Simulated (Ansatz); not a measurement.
A 2-atom cell of CsI started from a crystallographic database, relaxed with r2SCAN in the PAW code Ansatz: it is cubic, Pm-3m (No. 221); a = 4.608 Å in the conventional setting, 48.93 Å³ an atom. Cs has 8 I at 3.99 Å; I has 8 Cs at 3.99 Å. The primitive cell holds 2 atoms in 97.85 Å³. Calculated for a static, non-magnetic cell.

Computed values: PBE gives a gap of 3.80 eV and PBE0 (25 % exact exchange) 5.48 eV; one over PBE's mean ε∞ is 0.305. HSE06+SOC (4×4×4) gives a least gap of 4.54 eV, direct. r2SCAN's ε∞ is 3.10. On the PBEsol cell (Ω = 91.54 Å³ for two atoms) PBEsol gives ω_TO = 58.4 cm⁻¹, Z* = ±1.321 and ε∞ = 3.498.

(1) Taking the gap as linear in the share of unscreened exchange, estimate the gap of the hybrid whose share is 1/ε∞.

(2) At what wavelength does absorption set in by HSE06+SOC, excitons left aside?

(3) What refractive index and reflectivity at normal incidence follow, below the gap and above the phonons?

(4) Work out the longitudinal frequency.

(5) What static dielectric constant follows from Lyddane-Sachs-Teller, and how strong is the polar coupling 1/ε∞ − 1/ε⁰?

## Answers

(1) The slope is (5.48 − 3.80)/0.25 = 6.72 eV per unit share, so E_g ≈ 3.80 + 6.72 × 0.305 = 5.85 eV. The run with that share gives 5.85 eV (4×4×4 mesh), 0.00 eV from the straight line.

(2) λ = 1239.84 eV nm/E: 273 nm for the least gap. That lies in the ultraviolet, so by this gap the crystal is transparent to visible light.

(3) n = √3.10 = 1.761; R = ((n − 1)/(n + 1))² = (0.761/2.761)² = 7.6 % a face.

(4) ω_LO² − ω_TO² = 4π Z*² e²/(ε∞ μ Ω), with μ = 132.91×126.90/259.81 = 64.918 u and e² = 14.400 eV Å; √(eV/(u Å²)) is 521.47 cm⁻¹. That gives 4.13e+03 cm⁻², so ω_LO = √(58.4² + 4.13e+03) = 86.8 cm⁻¹; the program prints 86.8.

(5) ε⁰ = ε∞ (ω_LO/ω_TO)² = 3.498 × (86.8/58.4)² = 7.73 (the run: 7.74). 1/ε∞ − 1/ε⁰ = 0.2859 − 0.1293 = 0.1566, the factor that enters the Fröhlich constant.

Only the levels marked +SOC include spin-orbit coupling.

The meshes of the hybrids are coarse, so their gaps aren't converged to the digits shown.
